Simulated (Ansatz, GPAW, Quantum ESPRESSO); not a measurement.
## Ge: 3 runs at one level of theory

```
Ge
1.0
    -2.57449    2.57449    1.39741
     2.57449   -2.57449    1.39741
     2.57449    2.57449   -1.39741
Ge
2
Direct
  0.50000 0.50000 0.00000
  0.25000 0.75000 0.50000
```

This isn't the form of Ge at room conditions, which is diamond.

Alike in all runs: task band structure; functional PBEsol; k mesh 11 × 11 × 11; occupations fermi-dirac, width 0.05 eV; no spin polarisation; no spin-orbit coupling. Pressure is positive in compression and, in plane waves, holds the error of the finite cutoff.

```json
{"program and potentials": "Ansatz, all-electron LAPW, scalar-relativistic", "plane-wave cutoff (eV)": "-", "notes": "-", "pressure (GPa)": "-0.57"}
{"program and potentials": "Quantum ESPRESSO, PseudoDojo 0.4.1 SR PBEsol standard", "plane-wave cutoff (eV)": "1061", "notes": "14 valence electrons an atom on average", "pressure (GPa)": "-0.60"}
{"program and potentials": "GPAW, PAW data sets generated for this functional", "plane-wave cutoff (eV)": "600", "notes": "4 valence electrons an atom on average", "pressure (GPa)": "-0.71"}
```

The pressure spans -0.71 (GPAW, PAW data sets generated for this functional) to -0.57 GPa (Ansatz, all-electron LAPW, scalar-relativistic), with all-electron results at -0.57.

Differences between rows come from potentials, basis sets and numerical settings, since the functional is the same but for its coding. Runs on potential files found faulty are left out.

The cell has the β-tin structure, the metallic form that germanium adopts under compression. All three runs place it under slight tension, from -0.71 to -0.57 GPa, so at this level of theory it would shrink a little if released. The structure is denser than diamond because the open tetrahedral network is flattened along one axis, bringing further neighbours into bonding range. Directional sp³ bonding then gives way to more delocalised, metallic bonding. The denser packing is what favours this form under pressure, where the volume term in the enthalpy outweighs the loss of covalent bonding.

A near-zero pressure here therefore doesn't conflict with the known need for compression to form the phase: it marks closeness to a stationary volume, not preference over diamond. The run with 14 valence electrons lies closer to the all-electron value than the one with 4, which may reflect the treatment of the shallow 3d shell or the basis set. Pressure alone also leaves open whether the axial ratio is relaxed, since stresses along the two axes can offset each other.
